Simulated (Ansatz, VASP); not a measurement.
## SrO in VASP and in Ansatz

INCAR

```
PREC = Accurate
ENCUT = 520
EDIFF = 1E-6
ISMEAR = 0
SIGMA = 0.01
LREAL = False
LASPH = True
NELM = 60
ALGO = Normal
ISIF = 2
LWAVE = False
LCHARG = False
GGA = PE
NBANDS = 15
```

Contents of KPOINTS:

```
Automatic mesh
0
Gamma
  6 6 6
```

POSCAR

```
SrO
1.0
    3.1950374080      0.0000000000      0.0000000000
    0.0000000000      3.1950374080      0.0000000000
    0.0000000000      0.0000000000      3.1950374080
Sr O
1 1
Direct
    0.0000000000      0.0000000000      0.0000000000
    0.5000000000      0.5000000000      0.5000000000
```

Input for Ansatz:

```yaml
crystal:
  lattice:
    - [3.195037408, 0.0, 0.0]
    - [0.0, 3.195037408, 0.0]
    - [0.0, 0.0, 3.195037408]
  atoms:
    - { symbol: Sr, position: [0.0, 0.0, 0.0] }
    - { symbol: O, position: [0.5, 0.5, 0.5] }
kpoints:
  mp_grid: { grid: [6, 6, 6] }
hamiltonian:
  xc: pbe
scf:
  occupations: { method: fixed }
  n_extra_bands: 4
output:
  forces: true
  stress: true
  eigenvalues: true
```

Alike in both runs: task single point; functional PBE; k mesh 6 × 6 × 6; no spin polarisation.

|  | VASP | Ansatz |
| --- | --- | --- |
| version | VASP 6.6.1 | Ansatz 0.2.0 |
| potentials or method | VASP PAW PBE potentials, release 64 (Sr_sv, O) | plane waves, PAW |
| plane-wave cutoff (eV) | 520 | 420 |
| occupations | gaussian, width 0.01 eV | fixed |
| valence electrons in the cell | 16 | 16 |

Ansatz gave:

```
gap on the k mesh at the Fermi level (eV) : 2.80
pressure (GPa)                            : -4.5
```

Question: Which values does VASP return?

Answer: gap on the k mesh at the Fermi level (eV): 2.75; pressure (GPa): -4.0.

A k mesh can miss the band edges.
